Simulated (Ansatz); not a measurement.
# Zinc, bcc under LDA: from relaxation to bulk modulus, part 2 of 2

The plan for zinc in the bcc structure: relax it, solve it on a dense k-mesh, switch on spin-orbit coupling, then scale the cell to 7 volumes from 88 to 112 % of the relaxed one and try a fit of the equation of state. The k-meshes are 14×14×14 for the relaxation; 24×24×24 for the dense run; 15×15×15 for spin-orbit coupling; 16×16×16 for the volumes.

Ansatz 0.2.0; DFT, LDA (PW92), plane waves (420 eV) with PAW, scalar-relativistic. Earlier steps stand in the parts before.

**5. Equation of state: 88 %**

This is Zn in the bcc structure; at room conditions it is hcp.

File input.yaml:

```yaml
crystal:
  lattice:
    - [-1.4435199987, 1.4435199987, 1.4435199987]
    - [1.4435199987, -1.4435199987, 1.4435199987]
    - [1.4435199987, 1.4435199987, -1.4435199987]
  atoms:
    - { symbol: Zn, position: [0.0, 0.0, 0.0] }
hamiltonian:
  xc: lda
  pseudopotentials:
    kind: paw
    azcp:
      Zn: "pseudopotentials/Zn.paw.azcp"
basis:
  ecutwfc: 420
  fft_grid_basis: typed
kpoints:
  mp_grid: { grid: [16, 16, 16], shift: [0, 0, 0] }
magnetization:
  spin_polarized: false
scf:
  occupations: { method: fermi_dirac, width: 0.1 }
  lower_state_search: "off"
output:
  stress: true
```

Output (excerpt; [...] marks lines left out):

```text
Warning: <dir> the record states the generating functional pbe (its physics header spells it `PBE`), which answers neither for hamiltonian.xc's functional nor for the lda family's — results may be inconsistent (PPs are generated against a specific XC)
Warning: RAYON_NUM_THREADS=2 ignored (pool sized by the plan → 2); use --threads N
[...]
Pseudopotentials: kind: paw
Pseudopotential: Zn, paw, valence charge 12, recommended cutoff 420 eV (normal), <dir>
Functional definition: SPW92
[...]
Crystal: 1 atoms, lattice volume = 12.032 Å³
Basis set: ecut = 420 eV, 225 PW (Γ)
Bands: 10, of which v1, the nominal top of the filled ones, is band 6 counted from 1 (5 counted from 0)
Symmetry: 48 space group operations
Space group: Im-3m (ITA 229), of the structure as read, at distance tolerance 2.3e-5 Å
k-points: 145 of 4096
[...]
SCF iter   1: F=—  HF=-3246.082330 eV  |F-HF|=—  |Δ(HF+E_count)|=         —  Δρ=5.56e-3  dr2=1.22e-3  ethr=1.77e-3  ⟨swp⟩=4.7  Hψ=9281  notcnv=0
[...]
SCF iter   6: F=-3246.082188 eV  HF=-3246.082188 eV  |F-HF|=2.18e-11  |Δ(HF+E_count)|=   2.74e-9  Δρ=2.61e-6  dr2=2.61e-10  ethr=6.42e-10  ⟨swp⟩=2.6  Hψ=5384  notcnv=0
[...]
SCF converged after 6 iterations
Free energy (F): -3246.082188 eV
[...]
E sigma→0 (E₀):  -3246.077196 eV
Entropy (-TS):   -0.009982 eV (-9.982 meV/atom)
Fermi energy:    14.998113 eV
[...]
--- Stress (GPa, compression-positive) ---
       17.193166      -0.000000       0.000000
       -0.000000      17.193166      -0.000000
       -0.000000      -0.000000      17.193166
  P = ⅓ Tr σ = 17.1932 GPa (171.932 kbar)
```

Wall time 0.63 s (2 threads of an Arm CPU, shared host); peak memory 0.27 GiB.

**6. Equation of state: 92 %**

Changes to input.yaml since step 5:

```diff
@@ -2,5 +2,5 @@
   lattice:
-    - [-1.4435199987, 1.4435199987, 1.4435199987]
-    - [1.4435199987, -1.4435199987, 1.4435199987]
-    - [1.4435199987, 1.4435199987, -1.4435199987]
+    - [-1.4650682502, 1.4650682502, 1.4650682502]
+    - [1.4650682502, -1.4650682502, 1.4650682502]
+    - [1.4650682502, 1.4650682502, -1.4650682502]
   atoms:
```

Output (excerpt; [...] marks lines left out):

```text
Warning: <dir> the record states the generating functional pbe (its physics header spells it `PBE`), which answers neither for hamiltonian.xc's functional nor for the lda family's — results may be inconsistent (PPs are generated against a specific XC)
Warning: RAYON_NUM_THREADS=2 ignored (pool sized by the plan → 2); use --threads N
[...]
[... 3 set-up lines as earlier in the session ...]
[...]
Crystal: 1 atoms, lattice volume = 12.579 Å³
Basis set: ecut = 420 eV, 225 PW (Γ)
Bands: 10, of which v1, the nominal top of the filled ones, is band 6 counted from 1 (5 counted from 0)
[... 2 set-up lines as earlier in the session ...]
k-points: 145 of 4096
[...]
SCF iter   1: F=—  HF=-3246.128418 eV  |F-HF|=—  |Δ(HF+E_count)|=         —  Δρ=5.54e-3  dr2=1.27e-3  ethr=1.77e-3  ⟨swp⟩=4.8  Hψ=9357  notcnv=0
[...]
SCF iter   6: F=-3246.128279 eV  HF=-3246.128279 eV  |F-HF|=3.50e-9  |Δ(HF+E_count)|=   5.46e-8  Δρ=1.30e-5  dr2=7.03e-9  ethr=8.33e-10  ⟨swp⟩=4.3  Hψ=4758  notcnv=0
[...]
SCF converged after 6 iterations
Free energy (F): -3246.128279 eV
[...]
E sigma→0 (E₀):  -3246.123274 eV
Entropy (-TS):   -0.010011 eV (-10.011 meV/atom)
Fermi energy:    14.101352 eV
[...]
--- Stress (GPa, compression-positive) ---
       10.103689       0.000000       0.000000
        0.000000      10.103689       0.000000
       -0.000000       0.000000      10.103689
  P = ⅓ Tr σ = 10.1037 GPa (101.037 kbar)
```

Run time: 0.63 s. Hardware: 2 threads of an Arm CPU, shared host; peak memory 0.27 GiB.

**7. Equation of state: 96 %**

Changes to input.yaml since step 6:

```diff
@@ -2,5 +2,5 @@
   lattice:
-    - [-1.4650682502, 1.4650682502, 1.4650682502]
-    - [1.4650682502, -1.4650682502, 1.4650682502]
-    - [1.4650682502, 1.4650682502, -1.4650682502]
+    - [-1.4860006247, 1.4860006247, 1.4860006247]
+    - [1.4860006247, -1.4860006247, 1.4860006247]
+    - [1.4860006247, 1.4860006247, -1.4860006247]
   atoms:
```

Output (excerpt; [...] marks lines left out):

```text
Warning: <dir> the record states the generating functional pbe (its physics header spells it `PBE`), which answers neither for hamiltonian.xc's functional nor for the lda family's — results may be inconsistent (PPs are generated against a specific XC)
Warning: RAYON_NUM_THREADS=2 ignored (pool sized by the plan → 2); use --threads N
[...]
[... 3 set-up lines as earlier in the session ...]
[...]
Crystal: 1 atoms, lattice volume = 13.126 Å³
Basis set: ecut = 420 eV, 249 PW (Γ)
Bands: 10, of which v1, the nominal top of the filled ones, is band 6 counted from 1 (5 counted from 0)
[... 2 set-up lines as earlier in the session ...]
k-points: 145 of 4096
[...]
SCF iter   1: F=—  HF=-3246.153036 eV  |F-HF|=—  |Δ(HF+E_count)|=         —  Δρ=5.34e-3  dr2=1.26e-3  ethr=1.77e-3  ⟨swp⟩=4.8  Hψ=9409  notcnv=0
[...]
SCF iter   6: F=-3246.152934 eV  HF=-3246.152934 eV  |F-HF|=5.16e-10  |Δ(HF+E_count)|=   2.70e-8  Δρ=4.62e-6  dr2=9.62e-10  ethr=8.33e-10  ⟨swp⟩=4.3  Hψ=4760  notcnv=0
[...]
SCF converged after 6 iterations
Free energy (F): -3246.152934 eV
[...]
E sigma→0 (E₀):  -3246.147911 eV
Entropy (-TS):   -0.010045 eV (-10.045 meV/atom)
Fermi energy:    13.282903 eV
[...]
--- Stress (GPa, compression-positive) ---
        4.559785       0.000000      -0.000000
        0.000000       4.559785      -0.000000
        0.000000      -0.000000       4.559785
  P = ⅓ Tr σ = 4.5598 GPa (45.598 kbar)
```

It took 0.65 s on 2 threads of an Arm CPU, shared host; peak memory 0.27 GiB.

**8. Equation of state: 100 %**

Changes to input.yaml since step 7:

```diff
@@ -2,5 +2,5 @@
   lattice:
-    - [-1.4860006247, 1.4860006247, 1.4860006247]
-    - [1.4860006247, -1.4860006247, 1.4860006247]
-    - [1.4860006247, 1.4860006247, -1.4860006247]
+    - [-1.5063593275, 1.5063593275, 1.5063593275]
+    - [1.5063593275, -1.5063593275, 1.5063593275]
+    - [1.5063593275, 1.5063593275, -1.5063593275]
   atoms:
```

Output (excerpt; [...] marks lines left out):

```text
Warning: <dir> the record states the generating functional pbe (its physics header spells it `PBE`), which answers neither for hamiltonian.xc's functional nor for the lda family's — results may be inconsistent (PPs are generated against a specific XC)
Warning: RAYON_NUM_THREADS=2 ignored (pool sized by the plan → 2); use --threads N
[...]
[... 3 set-up lines as earlier in the session ...]
[...]
Crystal: 1 atoms, lattice volume = 13.672 Å³
Basis set: ecut = 420 eV, 249 PW (Γ)
Bands: 10, of which v1, the nominal top of the filled ones, is band 6 counted from 1 (5 counted from 0)
[... 2 set-up lines as earlier in the session ...]
k-points: 145 of 4096
[...]
SCF iter   1: F=—  HF=-3246.160891 eV  |F-HF|=—  |Δ(HF+E_count)|=         —  Δρ=5.07e-3  dr2=1.22e-3  ethr=1.77e-3  ⟨swp⟩=4.8  Hψ=9378  notcnv=0
[...]
SCF iter   6: F=-3246.160794 eV  HF=-3246.160794 eV  |F-HF|=9.09e-12  |Δ(HF+E_count)|=   3.07e-8  Δρ=6.38e-7  dr2=9.75e-12  ethr=5.04e-10  ⟨swp⟩=3.0  Hψ=5643  notcnv=0
[...]
SCF converged after 6 iterations
Free energy (F): -3246.160794 eV
[...]
E sigma→0 (E₀):  -3246.155737 eV
Entropy (-TS):   -0.010115 eV (-10.115 meV/atom)
Fermi energy:    12.535131 eV
[...]
--- Stress (GPa, compression-positive) ---
        0.234496       0.000000       0.000000
        0.000000       0.234496       0.000000
        0.000000       0.000000       0.234496
  P = ⅓ Tr σ = 0.2345 GPa (2.345 kbar)
```

Wall time 0.68 s (2 threads of an Arm CPU, shared host); peak memory 0.27 GiB.

**9. Equation of state: 104 %**

Changes to input.yaml since step 8:

```diff
@@ -2,5 +2,5 @@
   lattice:
-    - [-1.5063593275, 1.5063593275, 1.5063593275]
-    - [1.5063593275, -1.5063593275, 1.5063593275]
-    - [1.5063593275, 1.5063593275, -1.5063593275]
+    - [-1.5261821182, 1.5261821182, 1.5261821182]
+    - [1.5261821182, -1.5261821182, 1.5261821182]
+    - [1.5261821182, 1.5261821182, -1.5261821182]
   atoms:
```

Output (excerpt; [...] marks lines left out):

```text
Warning: <dir> the record states the generating functional pbe (its physics header spells it `PBE`), which answers neither for hamiltonian.xc's functional nor for the lda family's — results may be inconsistent (PPs are generated against a specific XC)
Warning: RAYON_NUM_THREADS=2 ignored (pool sized by the plan → 2); use --threads N
[...]
[... 3 set-up lines as earlier in the session ...]
[...]
Crystal: 1 atoms, lattice volume = 14.219 Å³
Basis set: ecut = 420 eV, 321 PW (Γ)
Bands: 10, of which v1, the nominal top of the filled ones, is band 6 counted from 1 (5 counted from 0)
[... 2 set-up lines as earlier in the session ...]
k-points: 145 of 4096
[...]
SCF iter   1: F=—  HF=-3246.155823 eV  |F-HF|=—  |Δ(HF+E_count)|=         —  Δρ=4.74e-3  dr2=1.16e-3  ethr=1.77e-3  ⟨swp⟩=4.8  Hψ=9354  notcnv=0
[...]
SCF iter   6: F=-3246.155640 eV  HF=-3246.155640 eV  |F-HF|=2.00e-11  |Δ(HF+E_count)|=   3.87e-8  Δρ=5.80e-7  dr2=2.29e-11  ethr=2.34e-10  ⟨swp⟩=2.7  Hψ=5557  notcnv=0
[...]
SCF converged after 6 iterations
Free energy (F): -3246.155640 eV
[...]
E sigma→0 (E₀):  -3246.150616 eV
Entropy (-TS):   -0.010047 eV (-10.047 meV/atom)
Fermi energy:    11.849872 eV
[...]
--- Stress (GPa, compression-positive) ---
       -3.106373       0.000000       0.000000
        0.000000      -3.106373       0.000000
        0.000000      -0.000000      -3.106373
  P = ⅓ Tr σ = -3.1064 GPa (-31.064 kbar)
```

Wall time 0.7 s (2 threads of an Arm CPU, shared host); peak memory 0.27 GiB.

**10. Equation of state: 108 %**

Changes to input.yaml since step 9:

```diff
@@ -2,5 +2,5 @@
   lattice:
-    - [-1.5261821182, 1.5261821182, 1.5261821182]
-    - [1.5261821182, -1.5261821182, 1.5261821182]
-    - [1.5261821182, 1.5261821182, -1.5261821182]
+    - [-1.5455029302, 1.5455029302, 1.5455029302]
+    - [1.5455029302, -1.5455029302, 1.5455029302]
+    - [1.5455029302, 1.5455029302, -1.5455029302]
   atoms:
@@ -25 +25,5 @@
   stress: true
+  write_density: true
+  write_potential: true
+  elf: true
+  volumetric_format: npy
```

Output (excerpt; [...] marks lines left out):

```text
Warning: <dir> the record states the generating functional pbe (its physics header spells it `PBE`), which answers neither for hamiltonian.xc's functional nor for the lda family's — results may be inconsistent (PPs are generated against a specific XC)
Warning: RAYON_NUM_THREADS=2 ignored (pool sized by the plan → 2); use --threads N
[...]
[... 3 set-up lines as earlier in the session ...]
[...]
Crystal: 1 atoms, lattice volume = 14.766 Å³
Basis set: ecut = 420 eV, 321 PW (Γ)
Bands: 10, of which v1, the nominal top of the filled ones, is band 6 counted from 1 (5 counted from 0)
[... 2 set-up lines as earlier in the session ...]
k-points: 145 of 4096
[...]
SCF iter   1: F=—  HF=-3246.140677 eV  |F-HF|=—  |Δ(HF+E_count)|=         —  Δρ=4.43e-3  dr2=1.14e-3  ethr=1.77e-3  ⟨swp⟩=4.8  Hψ=9307  notcnv=0
[...]
SCF iter   6: F=-3246.140424 eV  HF=-3246.140424 eV  |F-HF|=6.21e-9  |Δ(HF+E_count)|=   5.79e-8  Δρ=9.44e-6  dr2=7.43e-9  ethr=8.33e-10  ⟨swp⟩=5.9  Hψ=8157  notcnv=0
[...]
SCF converged after 6 iterations
Free energy (F): -3246.140424 eV
[...]
E sigma→0 (E₀):  -3246.135543 eV
Entropy (-TS):   -0.009762 eV (-9.762 meV/atom)
Fermi energy:    11.217739 eV
[...]
--- Stress (GPa, compression-positive) ---
       -5.702243      -0.000000      -0.000000
        0.000000      -5.702243       0.000000
       -0.000000       0.000000      -5.702243
  P = ⅓ Tr σ = -5.7022 GPa (-57.022 kbar)
--- Band table (eV; the first three rows and the last of 145) ---
  k-point 0: bands = ["0.4684", "3.2606", "3.2606", "3.2606", "3.8084", "3.8084", "30.6326", "30.6326", "30.6326", "32.0370"]
[...]
```

Wall time 0.91 s (2 threads of an Arm CPU, shared host); peak memory 0.28 GiB.

**11. Equation of state: 112 %**

Changes to input.yaml since step 10:

```diff
@@ -2,5 +2,5 @@
   lattice:
-    - [-1.5455029302, 1.5455029302, 1.5455029302]
-    - [1.5455029302, -1.5455029302, 1.5455029302]
-    - [1.5455029302, 1.5455029302, -1.5455029302]
+    - [-1.5643523846, 1.5643523846, 1.5643523846]
+    - [1.5643523846, -1.5643523846, 1.5643523846]
+    - [1.5643523846, 1.5643523846, -1.5643523846]
   atoms:
@@ -25,5 +25 @@
   stress: true
-  write_density: true
-  write_potential: true
-  elf: true
-  volumetric_format: npy
```

Output (excerpt; [...] marks lines left out):

```text
Warning: <dir> the record states the generating functional pbe (its physics header spells it `PBE`), which answers neither for hamiltonian.xc's functional nor for the lda family's — results may be inconsistent (PPs are generated against a specific XC)
Warning: RAYON_NUM_THREADS=2 ignored (pool sized by the plan → 2); use --threads N
[...]
[... 3 set-up lines as earlier in the session ...]
[...]
Crystal: 1 atoms, lattice volume = 15.313 Å³
Basis set: ecut = 420 eV, 321 PW (Γ)
Bands: 10, of which v1, the nominal top of the filled ones, is band 6 counted from 1 (5 counted from 0)
[... 2 set-up lines as earlier in the session ...]
k-points: 145 of 4096
[...]
SCF iter   1: F=—  HF=-3246.117792 eV  |F-HF|=—  |Δ(HF+E_count)|=         —  Δρ=4.00e-3  dr2=1.15e-3  ethr=1.77e-3  ⟨swp⟩=4.8  Hψ=9338  notcnv=0
[...]
SCF iter   7: F=-3246.117360 eV  HF=-3246.117360 eV  |F-HF|=1.61e-9  |Δ(HF+E_count)|=   4.83e-8  Δρ=4.50e-6  dr2=1.28e-9  ethr=8.33e-10  ⟨swp⟩=4.1  Hψ=4656  notcnv=0
[...]
SCF converged after 7 iterations
Free energy (F): -3246.117360 eV
[...]
E sigma→0 (E₀):  -3246.112660 eV
Entropy (-TS):   -0.009400 eV (-9.400 meV/atom)
Fermi energy:    10.631014 eV
[...]
--- Stress (GPa, compression-positive) ---
       -7.726119      -0.000000       0.000000
        0.000000      -7.726119       0.000000
       -0.000000      -0.000000      -7.726119
  P = ⅓ Tr σ = -7.7261 GPa (-77.261 kbar)
```

It took 0.73 s on 2 threads of an Arm CPU, shared host; peak memory 0.27 GiB.

**12. Energy and pressure against volume**

All volumes keep the relaxed shape and fractional coordinates.

```
V (Å³/atom)  E − E₀ (meV/atom)  P from the stress (GPa)  P from the fit (GPa)
     12.032               78.6                    17.19                 17.24
     12.579               32.5                    10.10                 10.09
     13.126                7.9                     4.56                  4.54
     13.672                0.0                     0.23                  0.25
     14.219                5.1                    -3.11                 -3.09
     14.766               20.2                    -5.70                 -5.66
     15.313               43.1                    -7.73                 -7.65
```

A third-order Birch-Murnaghan fit gives V₀ = 13.708 Å³/atom, B₀ = 93 GPa and B₀′ = 5.4; it misses no point by more than 0.04 meV/atom.

**13. What came out**

The summary covers parts 1 to 2.

| quantity | value |
| --- | --- |
| space group (spins left aside) | Im-3m (No. 229) |
| conventional cell | a = 3.013 Å |
| volume | 13.672 Å³/atom |
| shortest distance | 2.609 Å |
| gap on the mesh | none (levels filled in part) |
| relative to hcp | +102 meV/atom |
| V₀, B₀, B₀′ | 13.708 Å³/atom, 93 GPa, 5.4 |

What this shows: The relaxation shrank the cell by 10.1 % in volume. Against the reference form of zinc (hcp, computed apart with the same settings) it stands 102 meV/atom higher. Levels at the Fermi energy are filled in part, as in a metal. The total energy of the spin-orbit run (on a coarser mesh) lies -62 meV/atom from the scalar one; mesh and treatment of the core enter this figure, so it is no spin-orbit energy. B₀ comes out at 93 GPa. Relaxation kept the symmetry; phonons were not checked.
